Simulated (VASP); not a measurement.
Runs of VASP 6.6.1 on SiO2. It takes space group P4_2/mnm (No. 136, tetragonal). Conventional cell: a = 4.147 Å, b = 4.147 Å, c = 2.704 Å, α = 90.00°, β = 90.00°, γ = 90.00°. Around Si (site symmetry mmm) lie 6 O at 1.77 to 1.79 Å. Around O (site symmetry m2m) lie 3 Si at 1.77 to 1.79 Å. 

| task | level | cell | k mesh | cutoff (eV) | mesh quality | gap on the mesh (eV) | pressure (GPa) | relaxed volume (Å³/atom) |
| --- | --- | --- | --- | --- | --- | --- | --- | --- |
| relaxation of cell and atoms | PBEsol | relaxed | 2 × 2 × 3 | 600 | coarse | 5.32 | 0.0 | 7.85 |
| band structure | PBEsol | P4_2/mnm, 7.85 Å³/atom | 2 × 2 × 3 | 520 | coarse | (a) | - | - |
| band structure | PBE | P4_2/mnm, 8.04 Å³/atom | 6 × 6 × 9 | 520 | not flagged | 5.03 | (b) | - |
| relaxation of cell and atoms | PBE | relaxed | 6 × 6 × 9 | 600 | not flagged | 5.03 | 0.0 | 8.04 |

Alike in all rows: potentials or basis VASP PAW PBE potentials, release 64 (Si, O); no spin polarisation; smearing gaussian 0.02 eV.

Q: Estimate the missing entries.

A: (a) 5.31; (b) 0.3.

Caveats: some runs use coarse meshes; the PAW data sets were made with another functional, which shifts forces and pressure a little (some runs); an odd mesh through Γ misses points on the zone boundary, where band edges often lie (some runs).
